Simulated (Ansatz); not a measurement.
Born–Oppenheimer molecular dynamics of a periodic cell of 28 atoms, Be$_{27}$H (surface Be(0001), adsorbate H). It starts from a relaxed structure.

Level of theory: DFT PBE, scalar-relativistic, plane waves, PAW (Ansatz). Settings: accuracy low, cutoff 420 eV, k mesh 2x2x1, fermi-dirac smearing 0.15 eV, no spin polarisation.

```yaml
ensemble: NVE (velocity Verlet)
time_step: 0.5 fs
steps_asked: 80
starting_velocities_drawn_for: 1800 K
atoms_held: 1 to 9
seed: 178922
```

Frames 1 fs apart, positions in Å.

Velocities at 5.0 fs (Å/ps):

```
Be 0.00 0.00 0.00
Be 0.00 0.00 0.00
Be 0.00 0.00 0.00
Be 0.00 0.00 0.00
Be 0.00 0.00 0.00
Be 0.00 0.00 0.00
Be 0.00 0.00 0.00
Be 0.00 0.00 0.00
Be 0.00 0.00 0.00
Be -3.83 -15.50 15.30
Be -3.31 2.21 -15.66
Be -11.16 -3.15 5.06
Be -20.58 7.41 -0.98
Be 18.18 -7.48 -0.65
Be 36.59 -2.81 13.84
Be -5.85 -8.55 -9.37
Be -12.65 -11.32 10.20
Be 1.14 23.30 9.14
Be -6.27 -4.38 22.63
Be -8.04 4.94 1.69
Be -14.70 -14.02 -9.38
Be -18.15 -3.25 -7.41
Be -4.39 14.02 -7.49
Be 8.27 6.27 2.99
Be 19.32 -3.12 -4.03
Be -14.04 9.61 1.21
Be -13.96 10.31 -5.74
H -11.87 -2.60 -11.91
```

```xyz
28
Lattice="6.8700 0.0000 0.0000 3.4350 5.9496 0.0000 0.0000 0.0000 14.5884" Properties=species:S:1:pos:R:3 time_fs=5.0 energy_less_start_eV=0.903 T=1433
Be 0.000 0.000 1.000
Be 2.290 0.000 1.000
Be 4.580 0.000 1.000
Be 1.145 1.983 1.000
Be 3.435 1.983 1.000
Be 5.725 1.983 1.000
Be 2.290 3.966 1.000
Be 4.580 3.966 1.000
Be 6.870 3.966 1.000
Be -0.022 1.245 2.850
Be 2.263 1.323 2.764
Be 4.533 1.301 2.873
Be 1.021 3.338 2.841
Be 3.529 3.269 2.853
Be 5.938 3.283 2.921
Be 2.262 5.253 2.796
Be 4.515 5.243 2.902
Be 6.877 5.414 2.872
Be -0.029 -0.029 4.778
Be 2.286 0.004 4.652
Be 4.464 -0.096 4.590
Be 1.064 1.974 4.616
Be 3.413 2.073 4.623
Be 5.766 2.020 4.677
Be 2.407 3.941 4.641
Be 4.494 4.014 4.663
Be 6.799 4.059 4.612
H 6.773 1.279 5.293
28
Lattice="6.8700 0.0000 0.0000 3.4350 5.9496 0.0000 0.0000 0.0000 14.5884" Properties=species:S:1:pos:R:3 time_fs=6.0 energy_less_start_eV=1.240 T=1295
Be 0.000 0.000 1.000
Be 2.290 0.000 1.000
Be 4.580 0.000 1.000
Be 1.145 1.983 1.000
Be 3.435 1.983 1.000
Be 5.725 1.983 1.000
Be 2.290 3.966 1.000
Be 4.580 3.966 1.000
Be 6.870 3.966 1.000
Be -0.026 1.229 2.865
Be 2.260 1.326 2.749
Be 4.522 1.298 2.878
Be 1.001 3.346 2.840
Be 3.547 3.261 2.852
Be 5.973 3.280 2.935
Be 2.256 5.245 2.787
Be 4.503 5.232 2.912
Be 6.878 5.437 2.881
Be -0.035 -0.034 4.800
Be 2.278 0.009 4.654
Be 4.450 -0.110 4.581
Be 1.046 1.971 4.608
Be 3.409 2.087 4.615
Be 5.773 2.026 4.680
Be 2.426 3.938 4.637
Be 4.481 4.023 4.664
Be 6.785 4.069 4.606
H 6.763 1.278 5.287
28
Lattice="6.8700 0.0000 0.0000 3.4350 5.9496 0.0000 0.0000 0.0000 14.5884" Properties=species:S:1:pos:R:3 time_fs=7.0 energy_less_start_eV=1.594 T=1152
Be 0.000 0.000 1.000
Be 2.290 0.000 1.000
Be 4.580 0.000 1.000
Be 1.145 1.983 1.000
Be 3.435 1.983 1.000
Be 5.725 1.983 1.000
Be 2.290 3.966 1.000
Be 4.580 3.966 1.000
Be 6.870 3.966 1.000
Be -0.030 1.214 2.879
Be 2.257 1.328 2.734
Be 4.512 1.295 2.883
Be 0.983 3.353 2.840
Be 3.564 3.254 2.851
Be 6.006 3.277 2.948
Be 2.251 5.238 2.779
Be 4.490 5.222 2.921
Be 6.878 5.458 2.889
Be -0.042 -0.039 4.821
Be 2.270 0.014 4.655
Be 4.437 -0.123 4.572
Be 1.029 1.968 4.601
Be 3.404 2.100 4.608
Be 5.779 2.033 4.682
Be 2.444 3.935 4.633
Be 4.468 4.032 4.666
Be 6.771 4.080 4.601
H 6.759 1.281 5.293
28
Lattice="6.8700 0.0000 0.0000 3.4350 5.9496 0.0000 0.0000 0.0000 14.5884" Properties=species:S:1:pos:R:3 time_fs=8.0 energy_less_start_eV=1.946 T=1008
Be 0.000 0.000 1.000
Be 2.290 0.000 1.000
Be 4.580 0.000 1.000
Be 1.145 1.983 1.000
Be 3.435 1.983 1.000
Be 5.725 1.983 1.000
Be 2.290 3.966 1.000
Be 4.580 3.966 1.000
Be 6.870 3.966 1.000
Be -0.033 1.198 2.891
Be 2.253 1.331 2.721
Be 4.503 1.292 2.888
Be 0.968 3.360 2.839
Be 3.582 3.246 2.850
Be 6.035 3.274 2.960
Be 2.245 5.231 2.771
Be 4.478 5.212 2.931
Be 6.878 5.477 2.897
Be -0.048 -0.045 4.841
Be 2.262 0.019 4.657
Be 4.425 -0.135 4.564
Be 1.013 1.965 4.593
Be 3.400 2.112 4.601
Be 5.784 2.040 4.684
Be 2.460 3.933 4.629
Be 4.457 4.040 4.668
Be 6.758 4.090 4.596
H 6.760 1.287 5.310
28
Lattice="6.8700 0.0000 0.0000 3.4350 5.9496 0.0000 0.0000 0.0000 14.5884" Properties=species:S:1:pos:R:3 time_fs=9.0 energy_less_start_eV=2.282 T=872
Be 0.000 0.000 1.000
Be 2.290 0.000 1.000
Be 4.580 0.000 1.000
Be 1.145 1.983 1.000
Be 3.435 1.983 1.000
Be 5.725 1.983 1.000
Be 2.290 3.966 1.000
Be 4.580 3.966 1.000
Be 6.870 3.966 1.000
Be -0.037 1.182 2.902
Be 2.250 1.335 2.708
Be 4.494 1.290 2.893
Be 0.955 3.367 2.839
Be 3.598 3.238 2.848
Be 6.061 3.271 2.971
Be 2.240 5.225 2.763
Be 4.467 5.203 2.939
Be 6.877 5.495 2.903
Be -0.055 -0.051 4.861
Be 2.254 0.024 4.658
Be 4.414 -0.146 4.557
Be 0.999 1.963 4.586
Be 3.395 2.123 4.595
Be 5.786 2.047 4.685
Be 2.474 3.931 4.625
Be 4.446 4.047 4.670
Be 6.745 4.100 4.593
H 6.765 1.297 5.340
28
Lattice="6.8700 0.0000 0.0000 3.4350 5.9496 0.0000 0.0000 0.0000 14.5884" Properties=species:S:1:pos:R:3 time_fs=10.0 energy_less_start_eV=2.583 T=749
Be 0.000 0.000 1.000
Be 2.290 0.000 1.000
Be 4.580 0.000 1.000
Be 1.145 1.983 1.000
Be 3.435 1.983 1.000
Be 5.725 1.983 1.000
Be 2.290 3.966 1.000
Be 4.580 3.966 1.000
Be 6.870 3.966 1.000
Be -0.040 1.166 2.912
Be 2.247 1.339 2.697
Be 4.486 1.288 2.899
Be 0.946 3.374 2.839
Be 3.615 3.230 2.846
Be 6.082 3.267 2.982
Be 2.235 5.220 2.757
Be 4.455 5.195 2.947
Be 6.875 5.510 2.908
Be -0.062 -0.058 4.879
Be 2.246 0.030 4.659
Be 4.405 -0.157 4.551
Be 0.986 1.962 4.579
Be 3.390 2.132 4.588
Be 5.787 2.055 4.685
Be 2.487 3.930 4.621
Be 4.438 4.053 4.673
Be 6.733 4.111 4.589
H 6.774 1.310 5.380
28
Lattice="6.8700 0.0000 0.0000 3.4350 5.9496 0.0000 0.0000 0.0000 14.5884" Properties=species:S:1:pos:R:3 time_fs=11.0 energy_less_start_eV=2.837 T=646
Be 0.000 0.000 1.000
Be 2.290 0.000 1.000
Be 4.580 0.000 1.000
Be 1.145 1.983 1.000
Be 3.435 1.983 1.000
Be 5.725 1.983 1.000
Be 2.290 3.966 1.000
Be 4.580 3.966 1.000
Be 6.870 3.966 1.000
Be -0.044 1.149 2.921
Be 2.243 1.343 2.687
Be 4.479 1.286 2.904
Be 0.941 3.381 2.840
Be 3.630 3.222 2.844
Be 6.099 3.263 2.991
Be 2.231 5.216 2.751
Be 4.444 5.188 2.955
Be 6.871 5.523 2.912
Be -0.070 -0.064 4.896
Be 2.238 0.035 4.660
Be 4.398 -0.166 4.547
Be 0.974 1.961 4.571
Be 3.385 2.140 4.582
Be 5.787 2.062 4.686
Be 2.498 3.929 4.617
Be 4.430 4.059 4.676
Be 6.721 4.121 4.587
H 6.785 1.325 5.429
28
Lattice="6.8700 0.0000 0.0000 3.4350 5.9496 0.0000 0.0000 0.0000 14.5884" Properties=species:S:1:pos:R:3 time_fs=12.0 energy_less_start_eV=3.033 T=566
Be 0.000 0.000 1.000
Be 2.290 0.000 1.000
Be 4.580 0.000 1.000
Be 1.145 1.983 1.000
Be 3.435 1.983 1.000
Be 5.725 1.983 1.000
Be 2.290 3.966 1.000
Be 4.580 3.966 1.000
Be 6.870 3.966 1.000
Be -0.047 1.133 2.928
Be 2.240 1.348 2.678
Be 4.473 1.284 2.910
Be 0.940 3.389 2.840
Be 3.646 3.214 2.841
Be 6.110 3.258 3.000
Be 2.226 5.213 2.746
Be 4.433 5.182 2.961
Be 6.867 5.534 2.915
Be -0.078 -0.071 4.913
Be 2.229 0.041 4.661
Be 4.393 -0.175 4.543
Be 0.964 1.960 4.564
Be 3.380 2.147 4.577
Be 5.784 2.069 4.686
Be 2.506 3.929 4.612
Be 4.425 4.063 4.680
Be 6.709 4.131 4.586
H 6.798 1.342 5.486
```

Of the whole run (40 fs, mean temperature of the second half 774 K): The conserved energy stayed within 0.071 meV per atom of its start (net change 0.047 meV per atom), so the integration is sound. A run of 0.04 ps of so small a system gives no equilibrium averages. Limits of this set-up: coarse k mesh, thin slab, slab without dipole correction, odd electron count without spin, low accuracy level.

The run took 6.5 min on 1 thread of Arm Neoverse V1, with other jobs on the host, peak memory 0.75 GiB.
